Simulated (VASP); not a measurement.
# BN (P6_3mc) in VASP: Born charges and dielectric tensor with RPBE

Aim: the Born charges and dielectric tensor of BN with RPBE.

Program: VASP 6.6.1. These are calculated values, not measurements. Logs are shortened: lines on timing, memory, paths and dates and some standing lists are left out, and cuts for length are marked.

### 1 The crystal as given

Symmetry: P6_3mc, No. 186, hexagonal system. The conventional cell has a = 2.568 Å, b = 2.568 Å, c = 4.245 Å, α = 90.00°, β = 90.00°, γ = 120.00°. B (site symmetry 3m) has 4 N at 1.58 to 1.59 Å as nearest neighbours. N (site symmetry 3m) has 4 B at 1.58 to 1.59 Å as nearest neighbours.

Measurements of this composition are mostly on another form, of space group No. 194.

### 2 Born charges and dielectric tensor, RPBE

INCAR

```
SYSTEM = BN
PREC = Accurate
ENCUT = 600
EDIFF = 1E-8
ISMEAR = 0
SIGMA = 0.02
LREAL = .FALSE.
LASPH = .TRUE.
NELM = 60
ALGO = Normal
ISIF = 2
LWAVE = .FALSE.
LCHARG = .FALSE.
GGA = RP
LEPSILON = .TRUE.
IBRION = 8
NSW = 1
```

KPOINTS

```
regular mesh
0
G
  12 12 6
  0 0 0
```

POSCAR

```
BN
1.0
    2.5678700000      0.0000000000      0.0000000000
   -1.2839300000      2.2238400000      0.0000000000
    0.0000000000      0.0000000000      4.2454700000
B N
2 2
Direct
    0.6666700000      0.3333300000      0.9998500000
    0.3333300000      0.6666700000      0.4998500000
    0.6666700000      0.3333300000      0.6251500000
    0.3333300000      0.6666700000      0.1251500000
```

Potentials or basis: VASP PAW PBE potentials, release 64 (B, N).

Started as:

```sh
> cat potpaw_PBE.64/B/POTCAR potpaw_PBE.64/N/POTCAR > POTCAR
> mpirun -np 1 vasp_std > vasp.out
```

OUTCAR:

```text
SYSTEM = BN
   PREC = Accurate
   ENCUT = 600
   EDIFF = 1E-8
   ISMEAR = 0
   LREAL = .FALSE.
   LASPH = .TRUE.
   NELM = 60
   ISIF = 2
   GGA = RP
   LEPSILON = .TRUE.
   IBRION = 8
   NSW = 1

 ion  position               nearest neighbor table
   1  0.667  0.333  1.000-   4 1.58   4 1.58   4 1.58   3 1.59
   2  0.333  0.667  0.500-   3 1.58   3 1.58   3 1.58   4 1.59
   3  0.667  0.333  0.625-   2 1.58   2 1.58   2 1.58   1 1.59
   4  0.333  0.667  0.125-   1 1.58   1 1.58   1 1.58   2 1.59

  LATTYP: Found a hexagonal cell.
 ALAT       =     2.5678700000
 C/A-ratio  =     1.6533041003

  Lattice vectors:

 A1 = (   2.5678700000,   0.0000000000,   0.0000000000)
 A2 = (  -1.2839300000,   2.2238400000,   0.0000000000)
 A3 = (   0.0000000000,   0.0000000000,   4.2454700000)

Analysis of symmetry for initial positions (statically):
=====================================================================
 Subroutine PRICEL returns:
 Original cell was already a primitive cell.

 Routine SETGRP: Setting up the symmetry group for a
 hexagonal supercell.

 Subroutine GETGRP returns: Found  4 space group operations
 (whereof  2 operations were pure point group operations)
 out of a pool of 24 trial point group operations.

The static configuration has the point symmetry C_1h.
 The point group associated with its full space group is C_2v.

Analysis of symmetry for dynamics (positions and initial velocities):
=====================================================================
 Subroutine PRICEL returns:
 Original cell was already a primitive cell.

 Routine SETGRP: Setting up the symmetry group for a
 hexagonal supercell.

 Subroutine GETGRP returns: Found  4 space group operations
 (whereof  2 operations were pure point group operations)
 out of a pool of 24 trial point group operations.

The dynamic configuration has the point symmetry C_1h.
 The point group associated with its full space group is C_2v.

 Subroutine INISYM returns: Found  4 space group operations
 (whereof  2 operations are pure point group operations),
 and found     1 'primitive' translations

----------------------------------------------------------------------------------------

                                     Primitive cell

  volume of cell :      24.2439

  direct lattice vectors                    reciprocal lattice vectors
     2.567870000  0.000000000  0.000000000     0.389427814  0.224835444  0.000000000
    -1.283930000  2.223840000  0.000000000     0.000000000  0.449672638  0.000000000
     0.000000000  0.000000000  4.245470000     0.000000000  0.000000000  0.235545181

  length of vectors
     2.567870000  2.567866934  4.245470000     0.449672101  0.449672638  0.235545181

  position of ions in fractional coordinates (direct lattice)
     0.666670000  0.333330000  0.999850000
     0.333330000  0.666670000  0.499850000
     0.666670000  0.333330000  0.625150000
     0.333330000  0.666670000  0.125150000

  ion indices of the primitive-cell ions
   primitive index   ion index
                 1           1
                 2           2
                 3           3
[... 552 lines left out ...]
     0.00000 -0.00000  1.08729

[... ionic steps 4 to 9 ...]

--------------------------------------- Ionic step       10  -------------------------------------------

------------------------ aborting loop because EDIFF is reached ----------------------------------------

[... ionic steps 11 to 11 ...]

--------------------------------------- Ionic step       12  -------------------------------------------

 Free energy of the ion-electron system (eV)
  ---------------------------------------------------
  ---------------------------------------------------
  free energy    TOTEN  =        -0.25674766 eV

  energy without entropy =       -0.25674766

------------------------ aborting loop because EDIFF is reached ----------------------------------------

 INTERNAL STRAIN TENSOR  FOR ION    3  DIRECTION 3   (eV/Angst):
 -----------------------------------------------------------------------------
    -0.85969  0.00242 -0.01679
     0.00242 -0.85690  0.00969
     0.02210 -0.01276 -0.48909

 MACROSCOPIC STATIC DIELECTRIC TENSOR (including local field effects in DFT)
 ------------------------------------------------------
           4.591018    -0.000013     0.000000
          -0.000013     4.590988     0.000000
           0.000000     0.000000     4.758547
 ------------------------------------------------------

 PIEZOELECTRIC TENSOR (including local field effects)  for field in x, y, z        (e  Angst)
          XX          YY          ZZ          XY          YZ          ZX
  --------------------------------------------------------------------------------
  x     0.00000     0.00000     0.00000     0.00000    -0.00002    -0.93966
  y     0.00000    -0.00000     0.00000     0.00000    -0.93968    -0.00002
  z    -0.79705    -0.79706     1.64528    -0.00001     0.00000     0.00000

 PIEZOELECTRIC TENSOR (including local field effects)  for field in x, y, z        (C/m^2)
          XX          YY          ZZ          XY          YZ          ZX
  --------------------------------------------------------------------------------
  x     0.00000     0.00000     0.00000     0.00000    -0.00002    -0.62098
  y     0.00000    -0.00000     0.00000     0.00000    -0.62100    -0.00002
  z    -0.52674    -0.52675     1.08729    -0.00001     0.00000     0.00000

 BORN EFFECTIVE CHARGES (including local field effects) (in |e|, cummulative output)
 ---------------------------------------------------------------------------------
 ion    1
    1     1.86453     0.00000     0.00000
    2     0.00000     1.86452    -0.00000
    3    -0.00002     0.00001     1.96528
 ion    2
    1     1.86453     0.00000    -0.00000
    2     0.00000     1.86452     0.00000
    3     0.00002    -0.00001     1.96528
 ion    3
    1    -1.86453    -0.00000     0.00001
    2    -0.00000    -1.86452    -0.00001
    3    -0.00002     0.00001    -1.96528
 ion    4
    1    -1.86453    -0.00000    -0.00001
    2    -0.00000    -1.86452     0.00001
    3     0.00002    -0.00001    -1.96528

 INTERNAL STRAIN TENSOR FOR ION    4 for displacements in x,y,z  (eV/Angst):
          X           Y           Z          XY          YZ          ZX
  --------------------------------------------------------------------------------
  x     0.00180    -0.00463    -0.00010    -4.06418     0.01897    -1.97649
  y    -4.06383     4.06545     0.00006     0.01051    -2.08297    -0.02993
  z    -0.85969    -0.85690    -0.48909     0.00242     0.01276     0.01679

 SECOND DERIVATIVES (NOT SYMMETRIZED)
 ------------------------------------
               1X          1Y          1Z          2X          2Y          2Z          3X          3Y          3Z          4X          4Y          4Z
  1X   -23.875354   -0.000722    0.000199    0.123009   -0.000348   -0.001542    4.752755   -0.000134    0.000791   18.999591    0.001204    0.000552
  1Y    -0.000722  -23.876112   -0.000115   -0.000348    0.122607    0.000890   -0.000134    4.752585   -0.000457    0.001204   19.000921   -0.000319
  1Z    -0.000725    0.000418  -33.537844    0.000505   -0.000292   11.355672   -0.000084    0.000048    7.977455    0.000303   -0.000175   14.204717
  2X     0.123009   -0.000348    0.001542  -23.875354   -0.000722   -0.000199   18.999591    0.001204   -0.000552    4.752755   -0.000134   -0.000791
  2Y    -0.000348    0.122607   -0.000890   -0.000722  -23.876112    0.000115    0.001204   19.000921    0.000319   -0.000134    4.752585    0.000457
  2Z    -0.000505    0.000292   11.355672    0.000725   -0.000418  -33.537844   -0.000303    0.000175   14.204717    0.000084   -0.000048    7.977455
  3X     4.753467   -0.000675   -0.001578   19.005519    0.001441   -0.000079  -24.219048   -0.002196    0.000788    0.460062    0.001430    0.000869
  3Y    -0.000675    4.752672    0.000911    0.001441   19.007122    0.000046   -0.002196  -24.221507   -0.000455    0.001430    0.461712   -0.000502
  3Z     0.002442   -0.001410    7.909929    0.001040   -0.000600   14.279844   -0.001539    0.000888  -36.010032   -0.001943    0.001122   13.820259
  4X    19.005519    0.001441    0.000079    4.753467   -0.000675    0.001578    0.460062    0.001430   -0.000869  -24.219048   -0.002196   -0.000788
  4Y     0.001441   19.007122   -0.000046   -0.000675    4.752672   -0.000911    0.001430    0.461712    0.000502   -0.002196  -24.221507    0.000455
  4Z    -0.001040    0.000600   14.279844   -0.002442    0.001410    7.909929    0.001943   -0.001122   13.820259    0.001539   -0.000888  -36.010032

 Eigenvectors and eigenvalues of the dynamical matrix
 ----------------------------------------------------

   1 f  =   32.969453 THz   207.153184 2PiTHz 1099.742583 cm-1   136.350641 meV
             X         Y         Z           dx          dy          dz
      1.283950  0.741273  4.244833     0.000168   -0.000097   -0.612679
     -0.000010  1.482567  2.122098     0.000168   -0.000097    0.612679
      1.283950  0.741273  2.654056    -0.000146    0.000084   -0.353022
     -0.000010  1.482567  0.531321    -0.000146    0.000084    0.353022
[... 71 lines left out ...]
  12 f/i=    0.002533 THz     0.015917 2PiTHz    0.084503 cm-1     0.010477 meV
             X         Y         Z           dx          dy          dz
      1.283950  0.741273  4.244833     0.000002   -0.000001    0.466798
     -0.000010  1.482567  2.122098    -0.000002    0.000001    0.466798
      1.283950  0.741273  2.654056    -0.000001    0.000001    0.531130
     -0.000010  1.482567  0.531321     0.000001   -0.000001    0.531130

--------------------------------------------------------------------------------------------------------

 MACROSCOPIC STATIC DIELECTRIC TENSOR IONIC CONTRIBUTION
 ------------------------------------------------------
           2.184556    -0.000077     0.000000
          -0.000077     2.184460    -0.000000
           0.000000    -0.000000     2.598734
 ------------------------------------------------------

 ELASTIC MODULI CONTR FROM IONIC RELAXATION (kBar)
 Direction    XX          YY          ZZ          XY          YZ          ZX
 --------------------------------------------------------------------------------
 XX         -98.5532     89.6445     -2.4123      1.7603     -0.0000     -0.0000
 YY          89.6445    -98.6557     -2.4710     -1.8495      0.0000      0.0000
 ZZ          -2.4123     -2.4710     -1.3311     -0.0509      0.0000     -0.0000
 XY           1.7603     -1.8495     -0.0509    -92.9704      0.0000      0.0000
 YZ          -0.0000      0.0000      0.0000      0.0000    -23.9022     -0.2073
 ZX          -0.0000      0.0000     -0.0000      0.0000     -0.2073    -20.4714
 --------------------------------------------------------------------------------

 PIEZOELECTRIC TENSOR IONIC CONTR  for field in x, y, z        (C/m^2)
          XX          YY          ZZ          XY          YZ          ZX
  --------------------------------------------------------------------------------
  x     0.00000    -0.00000     0.00000    -0.00000    -0.00121     0.19892
  y     0.00000    -0.00000    -0.00000    -0.00000     0.21501     0.00296
  z     0.10109     0.10197     0.05534     0.00077    -0.00000     0.00000
```

Wall time 14 min (1 thread of AMD EPYC 9R45 (Zen 5), shared host); peak memory 0.46 GiB.

Results:

```yaml
Band_gap_on_the_k_mesh: 5.31 eV, indirect (least direct gap 8.22 eV)
Electronic_dielectric_tensor_diagonal: 4.59, 4.59, 4.76
Born_charges_mean_of_the_diagonal: B +1.90; N -1.90 e
Highest_phonon_frequency_at_Γ_LO-TO_splitting_left_out: 1100 cm⁻¹
```

Phonon frequencies in cm⁻¹ (negative: imaginary):
```
              q point                                   frequencies
(0.000, 0.000, 0.000)  0 0 0 470 470 929 929 942 994 1029 1029 1100
```

Electronic dielectric tensor:
```
4.59 0.00 0.00
0.00 4.59 0.00
0.00 0.00 4.76
```

Born effective charge tensors (e):
atom 1, B
```
1.86 0.00 0.00
0.00 1.86 0.00
0.00 0.00 1.97
```
atom 2, B
```
1.86 0.00 0.00
0.00 1.86 0.00
0.00 0.00 1.97
```
atom 3, N
```
-1.86  0.00  0.00
 0.00 -1.86  0.00
 0.00  0.00 -1.97
```
atom 4, N
```
-1.86  0.00  0.00
 0.00 -1.86  0.00
 0.00  0.00 -1.97
```
